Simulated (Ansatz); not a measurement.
Crystal: SnO, rock salt type, 2 atoms in the cell.

The calculation used r²SCAN, plane waves, all-electron PAW datasets generated for the crystal, point nucleus (Ansatz).

Cutoff 280 eV; k-mesh 12×12×12 Γ-centred; Fermi–Dirac smearing of 0.1 eV; no spin polarisation; no spin–orbit coupling.

What equilibrium volume, lattice constant and bulk modulus does this give?

V₀ = 16.364 Å³/atom (a₀ = 5.078 Å), B₀ = 102 GPa, B₀′ = 4.26. The points behind the fit:

```
V (Å³/atom)   a (Å)  E − E(min) (meV/atom)  P (GPa)
     15.420  4.9780                  19.25     6.91
     15.923  5.0316                   3.92     2.97
     16.426  5.0840                   0.00    -0.38
     16.929  5.1354                   5.80    -3.23
     17.431  5.1857                  19.85    -5.65
```

The stress includes the program's correction for the finite plane-wave basis.

This cubic structure is a model: it isn't the usual form of the substance at ambient conditions, and such phases are metastable or hypothetical.
